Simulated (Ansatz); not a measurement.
**Ti under pressure: fit and missing row**

Ti, Fm-3m, a = 4.110 Å. This isn't the element's structure at ambient conditions. Ansatz: r2SCAN, PAW, 500 eV, Γ-centred 18×18×18 mesh on 1 atom, Gaussian smearing 0.10 eV; no spin polarisation. Cell and atoms are relaxed at each pressure, and no other structure is tried, so the rows at high pressure may lie past a change of phase.

| V (Å³/atom) | P (GPa) |
| --- | --- |
| ? | 59.99 |
| 14.242 | 29.99 |
| 15.513 | 15.00 |
| 16.276 | 8.00 |
| 16.921 | 3.00 |
| 17.360 | 0.02 |
| 17.862 | -3.01 |

Task: Take V0 = 17.360 Å³/atom, count pressures from its P0 = 0.02 GPa, fit the third-order Birch–Murnaghan form to the other rows, and predict the missing volume.

Result: With the Eulerian strain f = ½[(V0/V)^(2/3) − 1] and y = (P − P0)/[3f(1 + 2f)^(5/2)], the form is the line y = B0 + 1.5 B0 (B0′ − 4) f. Rows (f, y): 0.07054, 101.8; 0.03894, 106.3; 0.02196, 108.8; 0.00861, 110.5; -0.00941, 112.6. Means f = 0.02613, y = 108.00; Σ(Δf)² = 0.003724, ΣΔfΔy = -0.5077; the slope is their ratio. y = 111.6 − 136.4 f GPa, so B0 = 111.6 GPa and B0′ = 4 + 2 × (-136.4)/(3 × 111.6) = 3.19. P = 59.99 GPa is met at f = 0.12197 (y = 94.96), so V = V0 (1 + 2f)^(−3/2) = 12.513 Å³/atom. The run gave 12.538 Å³/atom, so the fit is 0.025 Å³/atom too low, 0.47 % of the span of the series, against an rms of 0.002 Å³/atom on the fitted rows. The row lies outside the fitted range. A fourth-order term fitted to the same rows gives P = 58.39 GPa at this row's volume (the line 59.45, the run 59.99), no gain. Also, this row ran on the mesh 20×20×20, its neighbour on 18×18×18, which can shift it a little.

The mesh isn't the same in all rows (18×18×18, 20×20×20).